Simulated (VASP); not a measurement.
The system is Te2Mo, a slab with vacuum.

```
Te Mo
1.0
     3.56138    0.00000    0.00000
    -1.78069    3.08425    0.00000
     0.00000    0.00000   38.99027
Te Mo
8 4
Direct
  0.33333 0.66667 0.32822
  0.33333 0.66667 0.95182
  0.66667 0.33333 0.14008
  0.66667 0.33333 0.76363
  0.66667 0.33333 0.04818
  0.66667 0.33333 0.67178
  0.33333 0.66667 0.23637
  0.33333 0.66667 0.85992
  0.66667 0.33333 0.28234
  0.66667 0.33333 0.90586
  0.33333 0.66667 0.09414
  0.33333 0.66667 0.71766
```

* Program: VASP 6.6.1
* Task: single point
* Functional: PBE
* Potentials or basis: VASP PAW PBE potentials, release 64 (Te, Mo_sv)
* Cutoff: 520 eV
* k mesh: 9 × 9 × 1
* Occupations: fermi-dirac, width 0.05 eV
* Spin: no spin polarisation

On this cell: largest force 0.231 eV/Å; band gap on the k mesh 0.99 eV, indirect (least direct gap 1.00 eV).

The same run follows on a disturbed copy (atoms moved at random, drawn with an rms of 0.05 Å):

```xyz
12
Lattice="3.5614 0.0000 0.0000 -1.7807 3.0842 0.0000 0.0000 0.0000 38.9903" Properties=species:S:1:pos:R:3 pbc="T T T"
Te    0.0405    2.0298   12.8427
Te    0.0000    2.0192   37.0898
Te    1.7878    1.0599    5.4679
Te    1.6926    1.0934   29.7567
Te    1.7481    1.0425    1.8676
Te    1.7881    1.0523   26.1815
Te    0.0173    2.0347    9.2640
Te   -0.0264    2.0702   33.5330
Mo    1.7885    1.0678   11.0299
Mo    1.7534    0.9981   35.3319
Mo   -0.0523    2.0926    3.6573
Mo   -0.0031    2.0212   27.9970
```

What changes?

The energy moves by +13.3 meV/atom; largest force 1.482 eV/Å; band gap on the k mesh 0.90 eV, indirect (least direct gap 0.93 eV).

Forces on the atoms (eV/Å):
```
Te  -0.223  0.430  0.027
Te  -0.200  0.043  0.621
Te  -0.380  0.022  0.003
Te   0.680 -0.727  0.719
Te  -0.146  0.149 -0.198
Te  -0.061 -0.398  0.003
Te  -0.077  0.440 -0.525
Te  -0.017 -0.293 -0.179
Mo   0.298 -0.867  0.517
Mo   0.212  0.257 -0.445
Mo   0.531 -0.177  0.202
Mo  -0.617  1.123 -0.745
```

Caveats: spin-orbit coupling is left out, which moves the levels of the heavy elements.

A k mesh can miss the band edges.
